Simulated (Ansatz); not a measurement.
Crystal: TaN.

```xyz
4
Lattice="3.3991 0.0000 0.0000 0.0000 3.3991 0.0000 0.0000 0.0000 4.9770" Properties=species:S:1:pos:R:3 pbc="T T T"
Ta    0.0000    0.0000    0.0000
Ta    1.6996    1.6996    0.0000
N     1.6996    0.0000    1.3288
N     0.0000    1.6996    3.6481
```

The cell was built by a generator and needn't be a form met in nature.

| Item | Value |
| --- | --- |
| Program | Ansatz 0.2.0 |
| Task | relaxation of cell and atoms |
| Functional | LDA |
| Potentials or basis | Ansatz PAW |
| Cutoff | 420 eV (not typed: the program's choice for these potentials) |
| k mesh | 8 × 8 × 6 |
| Occupations | fermi-dirac, width 0.05 eV |
| Spin | no spin polarisation |
| Hubbard terms | Ta d U = 4 eV |

At the start: volume 14.38 Å³/atom.

Q: How do energy, volume and symmetry change on relaxing?

A: It ends after 20 steps and the volume is 13.01 Å³/atom (-9.5 %); space group P4/mmm (No. 123, to 0.05 Å).

The path:
| step | energy change (eV) | largest force (eV/Å) | volume (Å³) |
| --- | --- | --- | --- |
| 1 | 0.0000 | 3.4487 | 57.50 |
| 2 | -2.3302 | 2.7619 | 61.90 |
| 3 | -3.8178 | 1.2000 | 65.25 |
| 4 | -4.2655 | 1.0005 | 65.86 |
| 5 | -4.6439 | 1.0271 | 64.82 |
| 6 | -5.0416 | 1.1229 | 62.91 |
| 7 | -5.4918 | 0.9361 | 60.29 |
| 8 | -5.9277 | 0.7411 | 57.15 |
| 9 | -6.2875 | 0.5601 | 53.87 |
| 10 | -6.4515 | 0.6234 | 50.45 |
| 11 | -6.5733 | 0.4920 | 51.39 |
| 12 | -6.6785 | 0.3611 | 51.31 |
| 13 | -6.7154 | 0.0193 | 51.13 |
| 14 | -6.7156 | 0.0032 | 51.39 |
| 15 | -6.9996 | 0.0034 | 51.39 |
| 16 | -7.0116 | 0.0005 | 52.01 |
| 17 | -7.0116 | 0.0000 | 52.02 |
| 18 | -7.0136 | 0.0000 | 52.02 |
| 19 | -7.0135 | 0.0000 | 52.04 |
| 20 | -7.0136 | 0.0000 | 52.04 |

Final structure:
```
CELL_PARAMETERS angstrom
4.14832 0.00000 0.00000
0.00000 4.14832 0.00000
0.00000 0.00000 3.02379
ATOMIC_POSITIONS crystal
Ta 0.00000 0.00000 0.00000
Ta 0.50000 0.50000 0.00000
N 0.50000 0.00000 0.00000
N 0.00000 0.50000 0.00000
```

Caveat: the electronic state changed during the relaxation; the plane-wave basis is chosen anew once the cell has moved, so the energies of steps on either side of that aren't comparable; the pressure holds a Pulay correction of +0.5 GPa for the finite cutoff; U without spin polarisation on a metal has little footing; the PAW data sets come from PBE, with cores solved anew for the run's functional, which leaves a small shift of forces and pressure.
